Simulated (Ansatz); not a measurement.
Runs of Ansatz 0.2.0 on K. Symmetry: Im-3m, No. 229, cubic system. Conventional cell: a = 5.395 Å, b = 5.395 Å, c = 5.395 Å, α = 90.00°, β = 90.00°, γ = 90.00°. 

| task | level | potentials or basis | cell | cutoff (eV) | smearing | basis error allowed | gap on the mesh (eV) | pressure (GPa) |
| --- | --- | --- | --- | --- | --- | --- | --- | --- |
| single point | LDA | all-electron LAPW, scalar-relativistic | as given | 52 | gaussian 0.1 eV | 0.001 eV/atom | none | (a) |
| electron localisation function | revPBE+D3(BJ) | all-electron PAW datasets made for the crystal | as given | 180 | gaussian 0.05 eV | - | none | -0.3 |
| single point | RPBE | all-electron LAPW, scalar-relativistic | as given | 52 | gaussian 0.05 eV | 0.001 eV/atom | none | 0.1 |
| single point | PBE | all-electron LAPW, scalar-relativistic | strain = -0.01 | 53 | fermi-dirac 0.05 eV | 0.001 eV/atom | none | -0.2 |
| single point | PBE | all-electron LAPW, scalar-relativistic | strain = 0.02 | 51 | fermi-dirac 0.05 eV | 0.001 eV/atom | none | -0.3 |

Alike in all rows: no spin polarisation; k mesh 7 × 7 × 7.

Estimate the missing entries.

(a) -0.6.

Caveats: pairwise dispersion overbinds metals, which lowers pressure and volume (some runs).

A gap of «none» marks a metal or a gap under the smearing width.
